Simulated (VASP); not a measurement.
**ZnS (Wurtzite): lattice, stiffness and zone-centre modes**

What lattice, stiffness and vibrations does ZnS (Wurtzite) have at one level of theory? The starting structure is a measured crystal structure from the Crystallography Open Database. All runs use LDA.

Calculated with VASP 6.6.1; Kohn-Sham DFT with plane waves and PAW; LDA.

The database entry behind the starting cell has ideal inner coordinates that were not refined, so it need not match the best structure at ambient conditions.

## Step 1: Set-up

The structure is hexagonal, space group P6_3mc (No. 186). The conventional cell has a = 3.811 Å, b = 3.811 Å, c = 6.234 Å, α = 90.00°, β = 90.00°, γ = 120.00°. Nearest to Zn lie 4 S at 2.33 to 2.34 Å. Nearest to S lie 4 Zn at 2.33 to 2.34 Å. Farther neighbours and most contacts between anions are not listed.

## Step 2: Relaxation

This run starts from the cell of an earlier relaxation, which isn't shown; the restart sets up the plane waves anew.

INCAR reads:

```
SYSTEM = ZnS
PREC = Accurate
ENCUT = 500
EDIFF = 1E-07
NELM = 100
ISMEAR = 0
SIGMA = 0.03
LREAL = .FALSE.
ALGO = Normal
GGA = CA
NBANDS = 24
LORBIT = 11
LWAVE = .FALSE.
LCHARG = .FALSE.
KPAR = 8
IBRION = 2
NSW = 50
ISIF = 3
EDIFFG = -0.002
```

POSCAR reads:

```
ZnS
1.0
    3.7425647918      0.0000000000      0.0000000000
   -1.8712823959      3.2411561850      0.0000000000
    0.0000000000      0.0000000000      6.1473453189
Zn S
2 2
Direct
    0.3333333333      0.6666666667      0.5005578848
    0.6666666667      0.3333333333      0.0005578848
    0.3333333333      0.6666666667      0.8744421152
    0.6666666667      0.3333333333      0.3744421152
```

KPOINTS reads:

```
Automatic mesh
0
Gamma
6 6 4
0 0 0
```

Potentials, in the order of the species: Zn and S (LDA family, release 64).

Started as:

```
> mpirun -np 8 vasp_std
```

Output:

```text
[banner, memory and clock lines left out]
running    8 mpi-ranks, on    1 nodes
 distrk:  each k-point on    1 cores,    8 groups
 distr:  one band on    1 cores,    1 groups

 POSCAR found type information on POSCAR ZnS
 POSCAR found :  2 types and       4 ions
|                                                                             |
|           W    W    AA    RRRRR   N    N  II  N    N   GGGG   !!!           |
|           W    W   A  A   R    R  NN   N  II  NN   N  G    G  !!!           |
|           W    W  A    A  R    R  N N  N  II  N N  N  G       !!!           |
|           W WW W  AAAAAA  RRRRR   N  N N  II  N  N N  G  GGG   !            |
|           WW  WW  A    A  R   R   N   NN  II  N   NN  G    G                |
|           W    W  A    A  R    R  N    N  II  N    N   GGGG   !!!           |
|                                                                             |
|     For optimal performance we recommend to set                             |
|       NCORE = 2 up to number-of-cores-per-socket                            |
|     NCORE specifies how many cores store one orbital (NPAR=cpu/NCORE).      |
|     This setting can greatly improve the performance of VASP for DFT.       |
|     The default, NCORE=1 might be grossly inefficient on modern             |
|     multi-core architectures or massively parallel machines. Do your        |
|     Unfortunately you need to use the default for GW and RPA                |
|     calculations (for HF NCORE is supported but not extensively tested      |
|     yet).                                                                   |
|                                                                             |

 LDA part: xc-table for (Slater(with rela. corr.)+CA(PZ))
 , standard interpolation
 POSCAR, INCAR and KPOINTS ok, starting setup
 FFT: planning ... GRIDC
 FFT: planning ... GRID_SOFT
 FFT: planning ... GRID
 WAVECAR not read
 entering main loop
       N       E                     dE             d eps       ncg     rms          rms(c)
DAV:   1     0.229251862847E+03    0.22925E+03   -0.17032E+04  1008   0.179E+03
DAV:   2     0.357938608726E+01   -0.22567E+03   -0.21791E+03  1080   0.360E+02
DAV:   3    -0.168585236860E+02   -0.20438E+02   -0.20334E+02  1232   0.111E+02
DAV:   4    -0.172684882641E+02   -0.40996E+00   -0.40968E+00  1168   0.162E+01
DAV:   5    -0.172761857724E+02   -0.76975E-02   -0.76965E-02  1288   0.213E+00    0.108E+01
DAV:   6    -0.164258847713E+02    0.85030E+00   -0.19125E+00  1496   0.423E+01    0.813E+00
DAV:   7    -0.164216666914E+02    0.42181E-02   -0.16253E+00  1112   0.774E+00    0.329E+00
DAV:   8    -0.163999313258E+02    0.21735E-01   -0.61736E-02  1336   0.223E+00    0.975E-01
DAV:   9    -0.163985866681E+02    0.13447E-02   -0.16515E-02  1400   0.166E+00    0.277E-01
DAV:  10    -0.163986271611E+02   -0.40493E-04   -0.53440E-04  1256   0.296E-01    0.159E-01
DAV:  11    -0.163986481707E+02   -0.21010E-04   -0.70745E-05  1216   0.934E-02    0.812E-02
DAV:  12    -0.163986456634E+02    0.25073E-05   -0.12425E-05  1328   0.506E-02    0.818E-03
DAV:  13    -0.163986458382E+02   -0.17480E-06   -0.56278E-07  1208   0.515E-03    0.248E-03
DAV:  14    -0.163986458687E+02   -0.30459E-07   -0.31108E-08   784   0.155E-03
   1 F= -.16398646E+02 E0= -.16398646E+02  d E =-.163986E+02
 curvature:   0.00 expect dE= 0.000E+00 dE for cont linesearch  0.000E+00
 trial: gam= 0.00000 g(F)=  0.138E-06 g(S)=  0.124E-06 ort = 0.000E+00 (trialstep = 0.100E+01)
 search vector abs. value=  0.262E-06
 reached required accuracy - stopping structural energy minimisation
```

Run time: 5 s. Hardware: 8 MPI ranks of Intel Xeon 6975P-C (Granite Rapids), shared host; peak memory 1.4 GiB.

The logs omit lines about the potential files and the build; timing stands in the text.

Parts of OUTCAR (step 2):

```text
ion  position               nearest neighbor table
   1  0.333  0.667  0.501-   4 2.30   4 2.30   4 2.30   3 2.30
   2  0.667  0.333  0.001-   3 2.30   3 2.30   3 2.30   4 2.30
   3  0.333  0.667  0.874-   2 2.30   2 2.30   2 2.30   1 2.30
   4  0.667  0.333  0.374-   1 2.30   1 2.30   1 2.30   2 2.30

  LATTYP: Found a hexagonal cell.
 ALAT       =     3.7425647918
 C/A-ratio  =     1.6425488030

 Subroutine GETGRP returns: Found 12 space group operations
 (whereof  6 operations were pure point group operations)

The static configuration has the point symmetry C_3v.
 The point group associated with its full space group is C_6v.

 Found     21 irreducible k-points:

   k-points           NKPTS =     21   k-points in BZ     NKDIM =     21   number of bands    NBANDS=     24

   dimension x,y,z NGX =    28 NGY =   28 NGZ =   48
   dimension x,y,z NGXF=    56 NGYF=   56 NGZF=   96

   ENCUT  =  500.0 eV  36.75 Ry    6.06 a.u.   6.82  6.82 11.21*2*pi/ulx,y,z

   NELECT =      36.0000    total number of electrons

 k-points in reciprocal lattice and weights: Automatic mesh
   0.00000000  0.00000000  0.00000000       0.007
   0.16666667  0.00000000  0.00000000       0.042
   0.33333333 -0.00000000  0.00000000       0.042
   0.50000000  0.00000000  0.00000000       0.021
   0.16666667  0.16666667  0.00000000       0.042
   0.33333333  0.16666667  0.00000000       0.083
   0.33333333  0.33333333  0.00000000       0.014
   0.00000000  0.00000000  0.25000000       0.014
   0.16666667  0.00000000  0.25000000       0.083
[...]
0.33333333  0.16666667  0.50000000       0.083
   0.33333333  0.33333333  0.50000000       0.014

 average (electrostatic) potential at core
       1 -37.0725       2 -37.0725       3 -88.7755       4 -88.7755

 E-fermi :   2.6541

 k-point     1 :       0.0000    0.0000    0.0000
  band No.  band energies     occupation
    ...
     14       1.5167      2.00000
     15       1.5167      2.00000
     16       2.4012      2.00000
     17       2.5022      2.00000
     18       2.5022      2.00000
     19       4.7142      0.00000
     20       5.5127      0.00000
     21       8.6261      0.00000
     22       8.6261      0.00000
     23       8.8781      0.00000
    ...

 k-point     2 :       0.1667    0.0000    0.0000
  band No.  band energies     occupation
    ...
     14       0.1817      2.00000
     15       1.0782      2.00000
     16       1.1058      2.00000
     17       2.1269      2.00000
     18       2.2525      2.00000
     19       5.8791      0.00000
     20       6.4835      0.00000
     21       8.1201      0.00000
     22       9.1176      0.00000
     23       9.1497      0.00000
    ...

 k-point     3 :       0.3333   -0.0000    0.0000
  band No.  band energies     occupation
    ...
     14      -1.4104      2.00000
     15      -0.6950      2.00000
     16       0.3604      2.00000
     17       1.3026      2.00000
     18       1.7605      2.00000
     19       6.1578      0.00000
     20       6.6944      0.00000
     21       7.8994      0.00000
     22       9.1648      0.00000
     23       9.3599      0.00000
    ...

  Total       -0.0019741     -0.0019741     -0.0015868      0.0000000     -0.0000000      0.0000000
  in kB       -0.0424151     -0.0424151     -0.0340937      0.0000000     -0.0000000      0.0000000
  external PRESSURE =      -0.0396413 kB  Pullay stress =       0.0000000 kB

  energy-cutoff  :      500.00
  volume of cell :       74.57
      direct lattice vectors                 reciprocal lattice vectors
     3.742564792  0.000000000  0.000000000     0.267196443  0.154265938  0.000000000
    -1.871282396  3.241156185  0.000000000     0.000000000  0.308531877  0.000000000
     0.000000000  0.000000000  6.147345319     0.000000000  0.000000000  0.162671844

 POSITION                                       TOTAL-FORCE (eV/Angst)
 -----------------------------------------------------------------------------------
     -0.00000      2.16077      3.07710        -0.000000      0.000000      0.000845
      1.87128      1.08039      0.00343        -0.000000      0.000000      0.000845
     -0.00000      2.16077      5.37550         0.000000      0.000000     -0.000845
      1.87128      1.08039      2.30182        -0.000000      0.000000     -0.000845
 -----------------------------------------------------------------------------------
    total drift:                               -0.000000     -0.000001      0.001242

  FREE ENERGIE OF THE ION-ELECTRON SYSTEM (eV)
  ---------------------------------------------------
  free  energy   TOTEN  =       -16.3986458687 eV

  energy  without entropy=      -16.3986458687  energy(sigma->0) =      -16.39864587

 reached required accuracy - stopping structural energy minimisation

 total charge
# of ion       s       p       d       tot
------------------------------------------
    1        0.548   0.537   9.805  10.890
    2        0.548   0.537   9.805  10.890
    3        1.312   2.444   0.000   3.756
    4        1.312   2.444   0.000   3.756
--------------------------------------------------
tot          3.719   5.962  19.610  29.291

[... 3 further parts left out ...]
```

CONTCAR:

```
ZnS
   1.00000000000000
     3.7425647918000000    0.0000000000000000    0.0000000000000000
    -1.8712823959000000    3.2411561849999999    0.0000000000000000
     0.0000000000000000    0.0000000000000000    6.1473453189000002
  Zn              S
     2     2
Direct
     0.3333333332999970    0.6666666667000030    0.5005578848000027
     0.6666666667000030    0.3333333332999970    0.0005578848000027
     0.3333333332999970    0.6666666667000030    0.8744421151999973
     0.6666666667000030    0.3333333332999970    0.3744421151999973
```

The run keeps the 12 symmetry operations of its start, so it cannot find a distortion of lower symmetry.

The relaxed cell holds 18.642 Å³ an atom, with a = 3.743 Å (-1.8 % against the database cell) and c = 6.147 Å (-1.4 % against the database cell). Pressures at 0.985 and 1.015 times this volume, from two more relaxations that aren't shown, give a bulk modulus of 86.3 GPa.

## Step 3: Elastic constants

INCAR reads:

```
SYSTEM = ZnS
PREC = Accurate
ENCUT = 700
EDIFF = 1E-08
NELM = 100
ISMEAR = 0
SIGMA = 0.03
LREAL = .FALSE.
ALGO = Normal
GGA = CA
NBANDS = 24
LORBIT = 11
LWAVE = .FALSE.
LCHARG = .FALSE.
KPAR = 8
IBRION = 6
NFREE = 2
POTIM = 0.015
ISIF = 3
NSW = 1
```

POSCAR is that of step 2.

KPOINTS reads:

```
Automatic mesh
0
Gamma
9 9 4
0 0 0
```

Started as:

```
> mpirun -np 8 vasp_std
```

Output:

```text
[banner, memory and clock lines left out]
running    8 mpi-ranks, on    1 nodes
[...]
[... a notice as in an earlier step ...]

 LDA part: xc-table for (Slater(with rela. corr.)+CA(PZ))
 , standard interpolation
 POSCAR, INCAR and KPOINTS ok, starting setup
[...]
entering main loop
       N       E                     dE             d eps       ncg     rms          rms(c)
DAV:   1     0.267951940755E+03    0.26795E+03   -0.20859E+04  1728   0.228E+03
DAV:   2     0.865880214119E+01   -0.25929E+03   -0.25014E+03  1776   0.427E+02
DAV:   3    -0.166886429624E+02   -0.25347E+02   -0.25196E+02  2184   0.127E+02
DAV:   4    -0.172701200880E+02   -0.58148E+00   -0.58095E+00  2024   0.197E+01
[...]
DAV:  13    -0.164036487080E+02   -0.16712E-06   -0.66856E-07  2088   0.557E-03    0.427E-03
DAV:  14    -0.164036487609E+02   -0.52878E-07   -0.61082E-08  2096   0.182E-03    0.130E-03
DAV:  15    -0.164036487556E+02    0.52992E-08   -0.21038E-08  1648   0.771E-04
   1 F= -.16403649E+02 E0= -.16403649E+02  d E =-.269602E-15
[...]
2 F= -.16394824E+02 E0= -.16394824E+02  d E =-.128059E-17
   3 F= -.16394195E+02 E0= -.16394195E+02  d E =-.708296E-11
   4 F= -.16394873E+02 E0= -.16394873E+02  d E =-.108256E-20
   5 F= -.16394205E+02 E0= -.16394205E+02  d E =-.890051E-19
   6 F= -.16394120E+02 E0= -.16394120E+02  d E =-.267965E-15
   7 F= -.16392326E+02 E0= -.16392326E+02  d E =-.791688E-16
   8 F= -.16400408E+02 E0= -.16400408E+02  d E =-.106958E-14
   9 F= -.16400408E+02 E0= -.16400408E+02  d E =-.106482E-14
  10 F= -.16401486E+02 E0= -.16401486E+02  d E =-.775925E-17
  11 F= -.16401486E+02 E0= -.16401486E+02  d E =-.776159E-17
  12 F= -.16401492E+02 E0= -.16401492E+02  d E =-.261098E-17
  13 F= -.16401492E+02 E0= -.16401492E+02  d E =-.261262E-17
  14 F= -.16402901E+02 E0= -.16402901E+02  d E =-.828019E-16
  15 F= -.16402901E+02 E0= -.16402901E+02  d E =-.827960E-16
  16 F= -.16402675E+02 E0= -.16402675E+02  d E =-.196976E-14
  17 F= -.16402732E+02 E0= -.16402732E+02  d E =-.106497E-16
  18 F= -.16402817E+02 E0= -.16402817E+02  d E =-.391992E-16
  19 F= -.16402817E+02 E0= -.16402817E+02  d E =-.392124E-16
  20 F= -.16402520E+02 E0= -.16402520E+02  d E =-.798301E-17
  21 F= -.16402456E+02 E0= -.16402456E+02  d E =-.152032E-14
 Finite differences progress:
  Degree of freedom:  10/ 10
  Displacement:        2/  2
  Total:              20/ 20
```

The job ended after 4.5 min (8 MPI ranks; peak memory 5.9 GiB).

From OUTCAR (step 3):

```text
  Total       -0.0633035     -0.0633035      0.1378261     -0.0000000      0.0000000      0.0000000
  in kB       -1.3601325     -1.3601325      2.9613191     -0.0000000      0.0000000      0.0000000
  external PRESSURE =       0.0803513 kB  Pullay stress =       0.0000000 kB

 POSITION                                       TOTAL-FORCE (eV/Angst)
 -----------------------------------------------------------------------------------
     -0.00000      2.16077      3.07710        -0.000000     -0.000000     -0.072986
      1.87128      1.08039      0.00343         0.000000     -0.000000     -0.031341
     -0.00000      2.16077      5.36050         0.000000     -0.000000      0.158935
      1.87128      1.08039      2.30182         0.000000      0.000000     -0.054609
 -----------------------------------------------------------------------------------
    total drift:                               -0.000000     -0.000000      0.001101

  FREE ENERGIE OF THE ION-ELECTRON SYSTEM (eV)
  ---------------------------------------------------
  free  energy   TOTEN  =       -16.4024564001 eV

  energy  without entropy=      -16.4024564001  energy(sigma->0) =      -16.40245640

[... 3 further parts left out ...]
[key lines of the parts left out:]
E-fermi :   2.6532
```

The last energy, forces and stress in OUTCAR belong to the last displaced cell, not to that of POSCAR.

The elastic tensor has C11 = 137.7, C12 = 65.8, C44 = 30.4 GPa, among others; its Hill averages are a bulk modulus of 86.2 and a shear modulus of 36.6 GPa.

## Step 4: Modes of the relaxed cell

INCAR reads:

```
SYSTEM = ZnS
PREC = Accurate
ENCUT = 500
EDIFF = 1E-08
NELM = 100
ISMEAR = 0
SIGMA = 0.03
LREAL = .FALSE.
ALGO = Normal
GGA = CA
NBANDS = 24
LORBIT = 11
LWAVE = .FALSE.
LCHARG = .FALSE.
KPAR = 8
IBRION = 8
LEPSILON = .TRUE.
LPEAD = .TRUE.
ISIF = 2
```

POSCAR is that of step 3.

KPOINTS reads:

```
Automatic mesh
0
Gamma
10 10 6
0 0 0
```

Started as:

```
> mpirun -np 8 vasp_std
```

Output:

```text
[... set-up lines as in an earlier step ...]
 entering main loop
       N       E                     dE             d eps       ncg     rms          rms(c)
DAV:   1     0.231101036660E+03    0.23110E+03   -0.17160E+04  2688   0.179E+03
DAV:   2     0.341110395390E+01   -0.22769E+03   -0.22079E+03  2856   0.360E+02
DAV:   3    -0.168650304281E+02   -0.20276E+02   -0.20176E+02  3312   0.111E+02
DAV:   4    -0.172708887539E+02   -0.40586E+00   -0.40557E+00  3208   0.161E+01
[...]
DAV:  13    -0.164028476419E+02   -0.16902E-06   -0.65466E-07  3344   0.546E-03    0.450E-03
DAV:  14    -0.164028476968E+02   -0.54844E-07   -0.64099E-08  3272   0.184E-03    0.129E-03
DAV:  15    -0.164028476901E+02    0.66448E-08   -0.25176E-08  2720   0.873E-04
   1 F= -.16402848E+02 E0= -.16402848E+02  d E =-.590639E-12
 Linear response reoptimize wavefunctions to high precision
DAV:   1    -0.164028476907E+02   -0.56752E-09   -0.30502E-09  2384   0.389E-04
DAV:   2    -0.164028476908E+02   -0.85038E-10   -0.20131E-10  1776   0.963E-05
 Linear response to external field (no local field effect), progress :
[...]
RMM:  14    -0.104404347167E+00    0.44739E-07    0.42061E-09 15082   0.631E-06    0.781E-08
 first order change of Fermi-energy  -0.20174E-04
 force on displaced ion       3 direction 1 :  -7.382   0.000  -0.000
 Born effective charge ion    3 direction 1 :  -1.849  -0.000  -0.000
 Linear response progress:
  Degree of freedom:   4/  4
       N       E                     dE             d eps       ncg     rms          rms(c)
RMM:   1    -0.127415136975E+00   -0.12742E+00    0.58618E-02  8958   0.202E+00
RMM:   2    -0.122839533420E+00    0.45756E-02   -0.73526E-03  5221   0.760E-01    0.203E-01
RMM:   3    -0.123089230456E+00   -0.24970E-03   -0.99797E-04  6029   0.193E-01    0.989E-02
RMM:   4    -0.123291326586E+00   -0.20210E-03   -0.11094E-04  5432   0.645E-02    0.329E-02
[...]
RMM:  10    -0.123308437000E+00    0.14726E-06    0.33541E-08  6357   0.113E-04    0.285E-05
RMM:  11    -0.123308367765E+00    0.69235E-07    0.53695E-08  5699   0.471E-05    0.170E-05
RMM:  12    -0.123308365425E+00    0.23400E-08    0.39394E-08  6344   0.219E-05    0.370E-06
 first order change of Fermi-energy   0.24391E+00
 force on displaced ion       3 direction 3 :  -0.000  -0.000 -10.299
 Born effective charge ion    3 direction 3 :   0.000   0.000  -1.955
 Born effective charges drift removed
 Linear response finished
```

The job ended after 3.5 min (8 MPI ranks; peak memory 9.5 GiB; 25 min of CPU time).

Parts of OUTCAR (step 4):

```text
  Total       -0.0165141     -0.0165141      0.0092366      0.0000000      0.0000000      0.0000000
  in kB       -0.3548207     -0.3548207      0.1984558      0.0000000      0.0000000      0.0000000
  external PRESSURE =      -0.1703952 kB  Pullay stress =       0.0000000 kB

 POSITION                                       TOTAL-FORCE (eV/Angst)
 -----------------------------------------------------------------------------------
     -0.00000      2.16077      3.07710         0.000000     -0.000000     -0.000642
      1.87128      1.08039      0.00343        -0.000000      0.000000     -0.000642
     -0.00000      2.16077      5.37550        -0.000000      0.000000      0.000642
      1.87128      1.08039      2.30182         0.000000     -0.000000      0.000642
 -----------------------------------------------------------------------------------
    total drift:                               -0.000000     -0.000001      0.001190

 MACROSCOPIC STATIC DIELECTRIC TENSOR (including local field effects in DFT)
 ------------------------------------------------------
           6.003074     0.000000     0.000000
           0.000000     6.003074     0.000000
           0.000000     0.000000     6.131381
 ------------------------------------------------------

 MACROSCOPIC STATIC DIELECTRIC TENSOR IONIC CONTRIBUTION
 ------------------------------------------------------
           2.438976     0.000000     0.000000
           0.000000     2.438976     0.000000
           0.000000     0.000000     2.812418
 ------------------------------------------------------

[... 1 part as in an earlier step ...]

[... 1 further part left out ...]
```

The zone-centre modes at 18.642 Å³ an atom are B1 (2) 348.6, E2 (2) 298.8, E1 293.3, A1 289.0, B1 (1) 198.1, E2 (1) 69.2 cm⁻¹.

(Part 1 of 2 ends here.)

[Lines on the potential files, build, host, timing and source positions are cut from VASP's logs without a mark.]

[Logs are printed without paths, hosts, clocks, repeated set-up lines and the standing remarks that a program may print on its own settings, such as how far it seeks lower states.]

[Hosts, paths, dates, database ids (printed as entryN), source tags and the programs' standing remarks are cut or masked in the printed files.]
